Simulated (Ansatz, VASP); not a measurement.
**Pb: VASP beside Ansatz**

```
Pb
1.0
     0.00000    2.42450    2.42450
     2.42450    0.00000    2.42450
     2.42450    2.42450    0.00000
Pb
1
Cartesian
  0.0000 0.0000 0.0000
```

Change from the starting cell: volume scaled by 0.94.

Alike in both runs: task single point; functional PBEsol; k mesh 9 × 9 × 9; occupations fermi-dirac, width 0.05 eV; no spin polarisation.

|  | VASP | Ansatz |
| --- | --- | --- |
| version | VASP 6.6.1 | Ansatz 0.2.0 |
| potentials or method | VASP PAW PBE potentials, release 64 (Pb_d) | Ansatz PAW |
| plane-wave cutoff (eV) | 520 | 420 |
| valence electrons in the cell | 14 | 14 |

|  | VASP | Ansatz | Ansatz less VASP |
| --- | --- | --- | --- |
| gap on the k mesh at the Fermi level (eV) | none | none | - |
| pressure (GPa) | 2.7 | 2.7 | +0.08 |

A gap of «none» marks a metal or a gap that the smearing closes. With one functional, cell and mesh, what is left measures potentials, basis and numerics.

Caveats: the PAW data sets were made with another functional, which shifts forces and pressure a little (VASP); the PAW data sets come from PBE, with cores solved anew for the run's functional, which leaves a small shift of forces and pressure (Ansatz). Spin-orbit coupling is left out, which matters for the levels of Pb.
